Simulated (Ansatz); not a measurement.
# Calculated ¹⁷O NMR of the central transition for HfO₂

Cell: a structure deposited in the COD, ions relaxed with PBE at fixed cell.

```cif
data_HfO2
_symmetry_space_group_name_H-M 'Pbca'
_symmetry_Int_Tables_number 61
_cell_length_a 5.0598
_cell_length_b 10.0172
_cell_length_c 5.2276
_cell_angle_alpha 90.000
_cell_angle_beta 90.000
_cell_angle_gamma 90.000
loop_
_atom_site_label
_atom_site_type_symbol
_atom_site_symmetry_multiplicity
_atom_site_Wyckoff_symbol
_atom_site_fract_x
_atom_site_fract_y
_atom_site_fract_z
Hf Hf 8 c 0.7451 0.8845 0.9649
O9 O 8 c 0.8705 0.7907 0.6240
O17 O 8 c 0.5029 0.9764 0.2617
```

One atom of each set is listed.

Method: Kohn–Sham DFT in Ansatz, PBE, plane waves and PAW, scalar-relativistic, 420 eV cutoff, Γ-centred 5×3×5 k-points, Fermi–Dirac smearing 0.02 eV.

¹⁷O has I = 5/2 and Q = -25.58 mb (Pyykkö 2018); at 9.4 T its Larmor frequency is ν₀ = 54.3 MHz. Only the quadrupole interaction is simulated: positions count from each site's isotropic chemical shift, and J coupling is left out, as are shift anisotropy and dipolar coupling, which fast spinning averages.

Simulated pattern of one O site (fast magic-angle spinning, Gaussian broadening 0.03 kHz):

(offset (kHz), height): (-0.9355, 0), (-0.9047, 1), (-0.8738, 7), (-0.8430, 9), (-0.8121, 9), (-0.7813, 9), (-0.7504, 10), (-0.7196, 12), (-0.6888, 25), (-0.6579, 31), (-0.6271, 33), (-0.5962, 36), (-0.5654, 41), (-0.5346, 48), (-0.5037, 79), (-0.4729, 100), (-0.4420, 77), (-0.4112, 70), (-0.3803, 68), (-0.3495, 70), (-0.3187, 75), (-0.2878, 92), (-0.2570, 92), (-0.2261, 71), (-0.1953, 61), (-0.1644, 55), (-0.1336, 50), (-0.1028, 47), (-0.0719, 44), (-0.0411, 30), (-0.0102, 3), (0.0206, 0)

Problem. Which |C_Q| and η does the pattern imply?

Solution. The pattern spans 0.859 kHz before broadening and its centre of gravity is at -0.370 kHz, which fixes P_Q; the places of the horns and steps fix η. That gives P_Q = 1.83 MHz, |C_Q| = 1.76 MHz and η = 0.49, the values that the calculation gives site O9 (3 Hf at 2.04–2.17 Å; also 1 Hf at 3.33 Å). The other sites have |C_Q| = 0.923 MHz. The sign of C_Q can't be read from the pattern.

At this cell the PBE pressure is 6 GPa, so with PBE the cell would grow if it were relaxed. Without spin–orbit coupling the gradients at and beside Hf can be off by some per cent, at some sites by more.

The relaxation (6 steps) took 38 s of wall time (2.4 min of CPU time) and 1.7 GiB at its peak, on 4 threads of AMD EPYC 9R45 (Zen 5) (x86_64; 16 cores open to the job, memory cap 8.0 GiB, no GPU), a shared host with a load of 0.5 a core.
